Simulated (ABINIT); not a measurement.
**Pt: equation of state with BP86+D3**

Pt:

```
CELL_PARAMETERS angstrom
0.00000 1.96090 1.96090
1.96090 0.00000 1.96090
1.96090 1.96090 0.00000
ATOMIC_POSITIONS crystal
Pt 0.00000 0.00000 0.00000
```

| Item | Value |
| --- | --- |
| Program | ABINIT 10.8.3 (patched build) |
| Task | equation of state |
| Functional | BP86 |
| Dispersion | D3 |
| Potentials or basis | JTH PAW PBE v2.0 |
| Cutoff | 544 eV |
| k mesh | 12 × 12 × 12 |
| Occupations | fermi-dirac, width 0.05 eV |
| Spin | no spin polarisation |
| Fine-grid cutoff | 1088.46 eV |
| Exchange and correlation inside the PAW spheres | full angular mesh (pawxcdev 0, this build's default; the released program takes 1) |

```json
{"Equilibrium volume": "14.68 Å³/atom", "Bulk modulus": "304 GPa", "Pressure derivative of the bulk modulus": "5.8"}
```

Energy against volume, from the lowest point:
| volume (Å³/atom) | energy (meV/atom) |
| --- | --- |
| 14.175 | 17.36 |
| 14.477 | 2.17 |
| 14.778 | 0.00 |
| 15.080 | 9.03 |
| 15.381 | 27.88 |
| 15.683 | 55.30 |
| 15.985 | 90.00 |

It took 100 s on 1 thread of Arm Neoverse V1 (shared host), peak memory 0.14 GiB.

Caveat: pressures at fixed basis lie under the slope of the energies; the PAW data sets were made with another functional, which shifts forces and pressure a little. Spin-orbit coupling is left out, which matters for the levels of Pt.
